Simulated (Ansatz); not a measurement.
## CoO in Ansatz: the effect of Hubbard term

CoO:

```
CELL_PARAMETERS angstrom
1.50547 0.86918 2.43993
-1.50547 0.86918 2.43993
0.00000 -1.73837 2.43993
ATOMIC_POSITIONS crystal
Co 0.00000 0.00000 0.00000
O 0.50000 0.50000 0.50000
```

The cell is a database's computed one.

Alike in all runs:

- Program: Ansatz 0.2.0
- Task: projected density of states
- Functional: r2SCAN
- Potentials or basis: Ansatz PAW
- Cutoff: 500 eV
- Density cutoff: 2000 eV
- k mesh: 11 × 11 × 11
- Occupations: fermi-dirac, width 0.05 eV
- Spin: collinear spin, ferromagnetic start
- Starting moments: [2.0, 0.0] μB
- Hubbard projectors: ortho-atomic (the default)
- Double counting: fll (the default)

Question: One run gave: gap on the mesh 2.49 eV; pressure 11.0 GPa. Which Hubbard term did it use?
A. Co d U = 8 eV
B. Co d U = 1 eV
C. Co d U = 4 eV
D. Co d U = 5 eV
E. Co d U = 3 eV

Answer: A.

```tsv
Hubbard term	gap on the mesh (eV)	pressure (GPa)
none	0.43	0.4
Co d U = 1 eV	1.06	2.1
Co d U = 2 eV	1.66	3.6
Co d U = 3 eV	2.02	5.0
Co d U = 4 eV	2.15	6.3
Co d U = 5 eV	2.25	7.5
Co d U = 6 eV	2.35	8.7
Co d U = 8 eV	2.49	11.0
```

Caveats: the magnetic or orbital state may not be the lowest; odd divisions of the mesh miss points on the zone boundary, where band edges often lie, so the gap on the mesh can be too wide; a cell with one magnetic atom can't hold antiferromagnetic order, which such compounds often take; the PAW data sets come from PBE, with cores solved anew for the run's functional, which leaves a small shift of forces and pressure.

A k mesh can miss the band edges.

Not every run made on this cell is shown here.
